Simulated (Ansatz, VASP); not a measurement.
ZnS in VASP and in Ansatz

File INCAR:

```
SYSTEM = ZnS
ALGO = Normal
EDIFF = 1E-6
ENCUT = 520
GGA = PS
ISIF = 2
ISMEAR = -1
LASPH = .True.
LCHARG = .False.
LREAL = .False.
LWAVE = .False.
NBANDS = 16
NELM = 80
PREC = Accurate
SIGMA = 0.05
```

File KPOINTS:

```
k-points
0
Gamma
  9 9 9
  0 0 0
```

File POSCAR:

```
ZnS
1.0
    0.0000000000      2.6654820099      2.6654820099
    2.6654820099      0.0000000000      2.6654820099
    2.6654820099      2.6654820099      0.0000000000
Zn S
1 1
Direct
    0.7500000000      0.7500000000      0.7500000000
    0.0000000000      0.0000000000      0.0000000000
```

The input input.yaml:

```yaml
crystal:
  lattice:
    - [0.0, 2.6654820099, 2.6654820099]
    - [2.6654820099, 0.0, 2.6654820099]
    - [2.6654820099, 2.6654820099, 0.0]
  atoms:
    - { symbol: Zn, position: [0.75, 0.75, 0.75] }
    - { symbol: S, position: [0.0, 0.0, 0.0] }
kpoints:
  mp_grid: { grid: [9, 9, 9] }
scf:
  occupations: { method: fermi_dirac, width: 0.05 }
hamiltonian:
  xc: pbesol
  pseudopotentials: { kind: all_electron, lapw: { basis_error: 0.0005 } }
output:
  forces: true
  stress: true
  eigenvalues: true
```

Change from the starting cell: volume scaled by 0.96.

Alike in both runs: task single point; functional PBEsol; k mesh 9 × 9 × 9; occupations fermi-dirac, width 0.05 eV; no spin polarisation.

|  | VASP | Ansatz |
| --- | --- | --- |
| version | VASP 6.6.1 | Ansatz 0.2.0 |
| potentials or method | VASP PAW PBE potentials, release 64 (Zn, S) | all-electron LAPW, scalar-relativistic |
| plane-wave cutoff (eV) | 520 | see its input |

Ansatz gave:

| Quantity | Value |
| --- | --- |
| gap on the k mesh at the Fermi level (eV) | 2.15 |
| least direct gap on the mesh (eV) | 2.15 |
| pressure (GPa) | 1.2 |

Question: What did VASP give for the same quantities?

Answer: gap on the k mesh at the Fermi level (eV): 2.16; least direct gap on the mesh (eV): 2.16; pressure (GPa): 1.4.

Ansatz ran all-electron here, so the differences hold the error of VASP's frozen core and of both bases.

Caveats: the PAW data sets were made with another functional, which shifts forces and pressure a little (VASP).
